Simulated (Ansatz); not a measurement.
## Mg: density of states with revPBE+D3(BJ)

Crystal: Mg.

```
CELL_PARAMETERS angstrom
0.00000 2.24426 2.24426
2.24426 0.00000 2.24426
2.24426 2.24426 0.00000
ATOMIC_POSITIONS crystal
Mg 0.00000 0.00000 0.00000
```

This isn't the form of Mg at room conditions, which is hcp.

```
Program             : Ansatz 0.2.0
Task                : density of states
Functional          : revPBE
Dispersion          : D3(BJ)
Potentials or basis : Ansatz PAW
Cutoff              : 420 eV
Density cutoff      : 1680 eV
k mesh              : 10 × 10 × 10
Occupations         : cold, width 0.1 eV
Spin                : spin-orbit coupling, no magnetisation
Driver              : chain
```

```json
{
 "Pressure": "-2.1 GPa",
 "Band gap on the k mesh": "none (metal or under the smearing width)",
 "Density of states at the Fermi level": "0.48 states/eV per cell"
}
```

Levels at points of the mesh, in eV from the Fermi level:
```tsv
k point	band 8	band 9	band 10	band 11	band 12	band 13
(0.00, 0.00, 0.00)	-42.66	-7.06	-7.06	12.40	12.40	12.40
(0.00, 0.00, -0.50)	-42.67	-1.82	-1.82	-1.33	-1.33	11.28
(0.00, -0.50, -0.50)	-42.68	-0.31	-0.31	0.74	0.74	6.02
```

States per cell in windows of 1 eV (zero at the Fermi level; states under -8 eV left out):
```tsv
from (eV)	total
-8.0	0.00
-7.0	0.09
-6.0	0.18
-5.0	0.24
-4.0	0.30
-3.0	0.35
-2.0	0.40
-1.0	0.43
0.0	0.42
1.0	0.50
2.0	0.48
3.0	0.52
4.0	0.53
5.0	0.58
6.0	0.63
7.0	0.67
```

Wall time 3.4 s on 2 threads of Arm Neoverse V2 (shared host), peak memory 0.46 GiB.

Caveat: the potentials were made for another functional, which shifts forces and pressure; pairwise dispersion overbinds metals, which lowers pressure and volume.
